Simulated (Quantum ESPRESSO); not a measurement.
The system is Al2Pt.

```
Pt Al
1.0
     0.00000    2.95500    2.95500
     2.95500    0.00000    2.95500
     2.95500    2.95500    0.00000
Pt Al
1 2
Direct
  0.00000 0.00000 0.00000
  0.75000 0.75000 0.75000
  0.25000 0.25000 0.25000
```

```yaml
Program: Quantum ESPRESSO 7.5
Task: phonons and electron-phonon coupling
Functional: PBE
Potentials_or_basis: GBRV 1.5 PBE
Cutoff: 612 eV
Density_cutoff: 4898 eV
k_mesh: 6 × 6 × 6
Occupations: methfessel-paxton, width 0.272 eV
Spin: no spin polarisation
Mixing_beta: 0.5
Most_SCF_iterations: 120
SCF_threshold: 6e-10 Ry
q_mesh: 2 × 2 × 2
```

The cell and the atoms were relaxed first, to 17.48 Å³/atom (a = 4.201 Å, b = 4.201 Å, c = 4.201 Å, α = 60.00°, β = 60.00°, γ = 60.00°), and the response was taken there.

Levels for the coupling come from a 18 × 18 × 18 mesh; ten broadenings of the double delta from 0.07 to 0.68 eV; Tc from the McMillan formula in the Allen-Dynes form.

Q: How strong is the electron-phonon coupling, and what superconducting temperature follows?

A: Over broadenings from 0.27 to 0.54 eV, λ lies between 0.30 and 0.33 and ω_log near 253 K, which gives Tc from 0.1 to 0.3 K at μ* = 0.10 and from 0.0 to 0.1 K at μ* = 0.13.

Electron-phonon coupling by broadening of the double delta (levels on a 18 × 18 × 18 mesh):
```csv
broadening (eV),λ,N(E_F) (states/eV a spin and cell),ω_log (K),"Tc, μ* 0.10 (K)","Tc, μ* 0.13 (K)"
0.07,0.73,0.803,280,10.6,8.3
0.14,0.44,0.642,277,1.9,1.0
0.20,0.36,0.610,267,0.5,0.2
0.27,0.33,0.603,259,0.3,0.1
0.34,0.32,0.600,254,0.2,0.1
0.41,0.31,0.598,252,0.2,0.0
0.48,0.31,0.597,250,0.2,0.0
0.54,0.30,0.595,249,0.1,0.0
0.61,0.30,0.592,249,0.1,0.0
0.68,0.29,0.589,248,0.1,0.0
```

Eliashberg function at a broadening of 0.27 eV:
| cm⁻¹ | α²F |
| --- | --- |
| 8 | 0.000 |
| 23 | 0.001 |
| 39 | 0.005 |
| 54 | 0.020 |
| 69 | 0.065 |
| 85 | 0.082 |
| 100 | 0.053 |
| 116 | 0.027 |
| 131 | 0.004 |
| 146 | 0.000 |
| 162 | 0.000 |
| 177 | 0.000 |
| 193 | 0.000 |
| 208 | 0.011 |
| 223 | 0.044 |
| 239 | 0.164 |
| 254 | 0.275 |
| 270 | 0.538 |
| 285 | 0.958 |
| 300 | 0.170 |

Phonon frequencies at the corners of the path (cm⁻¹, interpolated; i marks imaginary ones):
```
point                          frequencies
    Γ        0 0 0 231 231 231 283 283 283
    X  102 102 131 202 225 225 294 298 298
    W  102 113 113 213 219 267 267 291 303
    K   94 113 118 211 234 240 286 291 298
    L    68 68 134 262 262 263 265 269 269
    U   94 113 118 211 234 240 286 291 298
```

The smallest broadenings aren't converged on these meshes, and μ* is assumed, not computed; spin fluctuations are left out.

Caveat: the k mesh is coarse; the mesh is thin for the phonons of a metal; λ from interpolated matrix elements is rough: modes that symmetry makes equal can differ by tens of percent; the q mesh is small, so phonon branches between its points and thermal values are rough.
